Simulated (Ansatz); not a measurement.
# Al under changes of volume

One of the cells (16.603 Å³/atom); the others are scaled copies at fixed shape and fractional positions:

```
Al
1.0
     0.00000    2.02481    2.02481
     2.02481    0.00000    2.02481
     2.02481    2.02481    0.00000
Al
1
Direct
  0.00000 0.00000 0.00000
```

| Item | Value |
| --- | --- |
| Program | Ansatz 0.2.0 |
| Functional | PBE0 |
| Potentials or basis | Ansatz PAW |
| Cutoff | 420 eV (not typed: the program's choice for these potentials) |
| k mesh | 6 × 6 × 6 |
| Occupations | fermi-dirac, width 0.05 eV |
| Spin | no spin polarisation |

| volume (Å³/atom) | energy over the lowest point (meV/atom) | pressure (GPa) |
| --- | --- | --- |
| 15.607 | 4.20 | 3.7 |
| 15.939 | 3.06 | 2.4 |
| 16.271 | 0.00 | 0.5 |
| 16.603 | 0.69 | -1.2 |
| 16.935 | 4.63 | -2.6 |
| 17.267 | 11.50 | -4.0 |
| 17.599 | ? | ? |

**Question.** What does the run at 17.599 Å³/atom give?

**Answer.** Energy over the lowest point 21.03 meV/atom; pressure -5.2 GPa.

Worked out: A Birch-Murnaghan fit of order 3 (a polynomial in V^(-2/3)) to the other rows has its minimum at 16.42 Å³/atom with B0 = V·E''(V) = 61 GPa (rough, since the energies scatter). It gives 24.26 meV/atom at 17.599 Å³/atom, against the run's 21.03, and -dE/dV = -7.4 GPa, against -5.2.

Energies are extrapolated to zero smearing.

Caveats: all runs use coarse meshes; the PAW data sets come from PBE, with cores solved anew for the run's functional, which leaves a small shift of forces and pressure; the thresholds are loose for stress.
